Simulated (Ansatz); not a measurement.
The system is Ni.

```
Ni
1.0
    -1.38372    1.38372    1.38372
     1.38372   -1.38372    1.38372
     1.38372    1.38372   -1.38372
Ni
1
Direct
  0.00000 0.00000 0.00000
```

This isn't the form of Ni at room conditions, which is fcc.

Below is the output of Ansatz 0.2.0 for this cell. Logs are shortened: lines on timing, memory, paths and dates and some standing lists are left out, and cuts for length are marked.

```text
Warning: RAYON_NUM_THREADS=2 ignored (pool sized by the plan → 2); use --threads N
scf.n_extra_bands = 6 over 9 filled bands (N_el = 18.0): the run solves 15 bands
Engine: ansatz 0.2.0, aarch64-unknown-linux-gnu
Pseudopotentials: kind: paw
Pseudopotential: Ni, paw, valence charge 18, recommended cutoff 420 eV (normal), Ni.paw.azcp
Functional definition: BLYP
  parameter beta = 0.0042
  parameter a = 0.04918
  parameter b = 0.132
  parameter c = 0.2533
  parameter d = 0.349
  exchange = b88_x(beta = beta)
  correlation = lyp_c(a = a, b = b, c = c, d = d)
Crystal: 1 atoms, lattice volume = 10.597 Å³
Basis set: ecut = 420 eV, 201 PW (Γ), exchange–correlation on 36×36×36 points (8 copies of the dense FFT grid, shifted against one another)
Bands: 15, of which v1, the nominal top of the filled ones, is band 9 counted from 1 (8 counted from 0)
Symmetry: 48 space group operations
Space group: Im-3m (ITA 229), of the structure as read, at distance tolerance 2.2e-5 Å
Magnetic group: BNS 229.140 (UNI 1642), of the structure as read, at distance tolerance 2.2e-5 Å
k-points: 84 of 2197
Non-local potential: Ni, projectors of the file, l = 0: 3, l = 1: 2, l = 2: 3, l = 3: 1
PAW form: soft (Blöchl's): semilocal exchange-correlation on the pseudo side does not see the compensation charge
PAW frozen core: Ni, regenerated for the run's functional, and the local potential with it (the file was generated under x = pbe(κ = 0.804, μ = 0.2195149727645171), c = pbe(β = 0.06672455060314922))
PAW one-centre angular grid: Ni, 590 points (default); XC on 64 Gauss nodes
Initial density: superposition of atomic densities (chi_scale 0.1, normalization cell)
Starting moments: Σ|m| = 1 μB on 1 of 1 site
Initial wavefunctions: pseudopotential atomic-orbital guess
Functional: x = b88, c = lyp
iter 1 solved again at ethr=2.06e-3 eV; its pass at ethr=3.10e-3 eV (dr2=3.71e-1 eV) is discarded
SCF iter   1: F=—  HF=-5846.963466 eV  |F-HF|=—  |Δ(HF+E_count)|=         —  Δρ=5.98e-2 (↑5.98e-2 ↓2.52e-2)  dr2=3.78e-1  dr2_m=5.61e-2  M=0.713 μB ∫|m|=0.751 μB  β_m=0.30  ethr=2.06e-3  ⟨swp⟩=1.0  Hψ=16819  notcnv=0
Mixer restart at iter 1: flushing history
preconditioner: auto → none  [metal: Δε(μ)=0.022 eV  Ē_g=19.064 eV  σ=0.050 eV  W_gap=0.11  n_scr=0 (ndim 8)  ℏωp=36.1 eV  f_vac=0.000  D(μ)=2.59/eV (n_scr^D=54)]
SCF iter   2: F=—  HF=-5847.086657 eV  |F-HF|=—  |Δ(HF+E_count)|=   1.23e-1  Δρ=5.83e-2 (↑1.93e-2 ↓5.83e-2)  dr2=2.65e-1  dr2_m=5.87e-2  M=0.656 μB ∫|m|=0.700 μB  β_m=0.25  ethr=2.06e-3  ⟨swp⟩=2.4  Hψ=4263  notcnv=0
[... 12 lines left out ...]
SCF 1 converged in 14 iterations: F = -5848.146351 eV  dr2 = 1.50e-12
  greatest PAW one-centre occupation: 1.001 electrons in one spin orbital (limit 2), on the Ni atom at site 0 (counted from 0), in its partial waves of l = 1
at 1 of the mixer's solves, the last at iteration 7, it left a direction of its history that read negative out of its fit and stepped the other way along it
NSCF: frozen V_eff on 86 k-points
SCF converged after 14 iterations
Magnetization: 0.5474 μB (9.2737 up, 8.7263 down)
Absolute magnetization: 0.5976 μB (∫|ρ↑−ρ↓|, with the PAW one-centre terms)
Spin contamination: 0.0048 ħ² per cell (⟨S²⟩ above its minimum at these occupations)
Per-site moments (μB) at R_I (Å): [(0.5705865189825351, 0.9886245176193575)]
Free energy (F): -5848.146351 eV
Harris-Foulkes:  -5848.146351 eV  (|F-HF|=0.00e0)
Internal energy: -5848.132438 eV  (E = F + TS)
E sigma→0 (E₀):  -5848.139394 eV
Entropy (-TS):   -0.013913 eV (-13.913 meV/atom)
Fermi energy:    19.060023 eV
--- Per-component energies (eV) ---
  E_band       = -263.823298
  E_kinetic    = 284.252120
  E_local      = -3397.123622  (includes V_loc(G=0)·N_el)
  E_nonlocal   = 632.665144
  E_hartree    = 1425.094015
  E_xc         = -83.451564
  E_vxc        = -107.443265  (∫ρ·V_xc dr)
  E_paw        = -1641.964424  (= ΣΔE_a)
  E_vpaw       = -526.362389  (= ΣTr[D̂ρ^β])
  E_aug_tail   = 0.000595  (compensation charges beyond the density's cutoff)
  E_ewald      = -3067.608538
  E_core_change = 0.003837  (= ΣΔE_core)
  E_smearing   = -0.013913  (= −TS)
  E_closure    = 0.000000  (closes the sum)
  Σ components = -5848.146351   (vs F -5848.146351, Δ=0.00e0)
--- Forces (eV/Å), atoms counted from 1 ---
  atom   1  Ni     0.00000000     0.00000000     0.00000000
  max |Σ_I F_I| component: 7.91e-32 eV/Å
--- Stress (GPa, compression-positive) ---
       17.742969      -0.000000      -0.000000
        0.000000      17.742969       0.000000
        0.000000       0.000000      17.742969
  P = ⅓ Tr σ = 17.7430 GPa (177.430 kbar)
--- Band table (eV; the first three rows and the last of 168) ---
  k-point 0 ↑: bands = ["-84.1220", "-44.4670", "-44.4670", "-44.4670", "10.0719", "16.7116", "16.7116", "16.7116", "18.1867", "18.1867", "45.9390", "45.9390", "45.9390", "50.8124", "50.8124"]
  k-point 1 ↑: bands = ["-84.1196", "-44.4815", "-44.4720", "-44.4669", "10.3219", "16.6541", "16.7080", "16.8282", "18.1292", "18.1914", "44.0115", "45.4453", "45.5950", "49.0383", "49.3814"]
  k-point 2 ↑: bands = ["-84.1129", "-44.5215", "-44.4859", "-44.4667", "11.0483", "16.4967", "16.6797", "17.1611", "18.0133", "18.2069", "40.2197", "43.8521", "44.9053", "46.2921", "48.0294"]
  k-point 83 ↓: bands = ["-83.3352", "-43.9632", "-43.9610", "-43.9610", "15.1176", "15.1270", "19.4971", "19.4971", "19.5619", "28.1750", "29.3175", "29.3175", "35.4367", "36.0352", "39.5222"]
```

What input gives this log?

Band structure with BLYP, collinear spin, ferromagnetic start. The files as run (others can give the same):

input.yaml
```yaml
crystal:
  lattice:
    - [-1.38371547, 1.38371547, 1.38371547]
    - [1.38371547, -1.38371547, 1.38371547]
    - [1.38371547, 1.38371547, -1.38371547]
  atoms:
    - { symbol: Ni, position: [0.0, 0.0, 0.0], spin: 1.0 }
hamiltonian:
  xc: blyp
  pseudopotentials: { kind: paw }
magnetization:
  spin_polarized: true
kpoints:
  mp_grid: { grid: [13, 13, 13] }
  band_path:
    path:
      - [[0.0, 0.0, 0.0], [0.5, -0.5, 0.5], [0.0, 0.0, 0.5], [0.0, 0.0, 0.0], [0.25, 0.25, 0.25], [0.5, -0.5, 0.5]]
      - [[0.25, 0.25, 0.25], [0.0, 0.0, 0.5]]
    npoints: 14
scf:
  occupations: { method: fermi_dirac, width: 0.05 }
  n_extra_bands: 6
output:
  forces: true
  stress: true
  eigenvalues: true
  fatbands: false
```

Potentials or basis: Ansatz PAW.
Run with:
```bash
$ ansatz run input.yaml --threads 2 --pin off --max-ram 5632MiB --backend cpu --events-out ev --progress --plain --runs-dir out
```

Caveat: so large a pressure means that the cell lies far from this level's equilibrium, or that cutoff or potentials fall short; the PAW data sets come from PBE, with cores solved anew for the run's functional, which leaves a small shift of forces and pressure.
